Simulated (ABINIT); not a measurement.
The system is TiB2.

```
Ti B
1.0
     3.02920    0.00000    0.00000
    -1.51460    2.62336    0.00000
     0.00000    0.00000    3.22840
Ti B
1 2
Direct
  0.00000 0.00000 0.00000
  0.66667 0.33333 0.50000
  0.33333 0.66667 0.50000
```

Base run:

- Program: ABINIT 10.8.3 (patched build)
- Functional: PBE
- Potentials or basis: JTH PAW PBE v2.0
- Cutoff: 408 eV
- k mesh: 10 × 10 × 8
- Occupations: fermi-dirac, width 0.05 eV
- Spin: no spin polarisation

Its results: band gap on the k mesh none (metal or under the smearing width); pressure 0.8 GPa.

Task: The run is repeated on the same cell with these changes: functional from PBE to BLYP. What comes out?

Result: Band gap on the k mesh none (metal or under the smearing width); pressure 7.1 GPa.

BLYP binds less tightly than PBE, so the same cell stands under more pressure.

Caveats: the atomic spheres overlap; the PAW data sets were made with another functional, which shifts forces and pressure a little (some runs).
